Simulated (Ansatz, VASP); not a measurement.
**AlN in VASP and in Ansatz**

```xyz
4
Lattice="3.1138 0.0000 0.0000 -1.5569 2.6966 0.0000 0.0000 0.0000 4.9834" Properties=species:S:1:pos:R:3 pbc="T T T"
Al    0.0000    1.7977   -0.0050
Al    1.5569    0.8989    2.4868
N     0.0000    1.7977    1.8987
N     1.5569    0.8989    4.3904
```

Alike in both runs: functional PBEsol; k mesh 18 × 18 × 10; occupations gaussian, width 0.02 eV; no spin polarisation.

Ansatz relaxed the structure, and its values are those at the end. VASP's run is a single point on that final structure, the one shown.

```csv
,VASP,Ansatz
version,VASP 6.6.1,Ansatz 0.2.0
potentials or method,"VASP PAW PBE potentials, release 64 (Al, N)","scalar-relativistic, plane waves, PAW"
plane-wave cutoff (eV),520,420
valence electrons in the cell,16,16
```

VASP gave:

| Item | Value |
| --- | --- |
| gap on the k mesh at the Fermi level (eV) | 4.11 |
| least direct gap on the mesh (eV) | 4.11 |
| pressure (GPa) | 0.0 |

Question: What did Ansatz give for the same quantities?

Answer: gap on the k mesh at the Fermi level (eV): 4.09; least direct gap on the mesh (eV): 4.09; pressure (GPa): 0.0.

With one functional, cell and mesh, what is left measures potentials, basis and numerics.

Caveats: the PAW data sets were made with another functional, which shifts forces and pressure a little (VASP). PBEsol gaps usually lie below the measured ones, often by a third to a half. A k mesh can miss the band edges.
